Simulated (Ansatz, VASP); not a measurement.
In in VASP and in Ansatz

The input INCAR:

```
  ALGO = Fast
  EDIFF = 1E-7
  ENCUT = 520
  GGA = PE
  ISIF = 2
  ISMEAR = 0
  IVDW = 12
  LASPH = T
  LCHARG = F
  LREAL = F
  LWAVE = F
  NBANDS = 20
  NELM = 60
  PREC = Accurate
  SIGMA = 0.15
```

The input KPOINTS:

```
k-points
0
Gamma
  18 18 10
```

File POSCAR:

```
In
1.0
    3.2354202386      0.0000000000      0.0000000000
   -1.6177101193      2.8019561185      0.0000000000
    0.0000000000      0.0000000000      5.5091429200
In
2
Direct
    0.3333333333      0.6666666667      0.2500000000
    0.6666666667      0.3333333333      0.7500000000
```

Input for Ansatz:

```yaml
crystal:
  lattice:
    - [3.2354202386, 0.0, 0.0]
    - [-1.6177101193, 2.8019561185, 0.0]
    - [0.0, 0.0, 5.50914292]
  atoms:
    - { symbol: In, position: [0.3333333333, 0.6666666667, 0.25] }
    - { symbol: In, position: [0.6666666667, 0.3333333333, 0.75] }
basis:
  ecutwfc: 420
kpoints:
  mp_grid: { grid: [18, 18, 10] }
hamiltonian:
  xc: pbe
  dispersion: d3bj
scf:
  occupations: { method: gaussian, width: 0.15 }
output:
  forces: true
  stress: true
  eigenvalues: true
```

Change from the starting cell: strain -0.030 along x and y, +0.000 along z, atoms carried along.

Alike in both runs: task single point; functional PBE; dispersion D3(BJ); k mesh 18 × 18 × 10; occupations gaussian, width 0.15 eV; no spin polarisation.

|  | VASP | Ansatz |
| --- | --- | --- |
| version | VASP 6.6.1 | Ansatz 0.2.0 |
| potentials or method | VASP PAW PBE potentials, release 64 (In_d) | scalar-relativistic, plane waves, PAW |
| plane-wave cutoff (eV) | 520 | 420 |
| valence electrons in the cell | 26 | 26 |

```csv
,VASP,Ansatz,Ansatz less VASP
gap on the k mesh at the Fermi level (eV),none,none,-
pressure (GPa),2.3,2.3,+0.01
largest component of the traceless stress (GPa),0.46,0.46,-0.003
```

A gap of «none» marks a metal or a gap that the smearing closes.

Caveats: pairwise dispersion overbinds metals, which lowers pressure and volume.
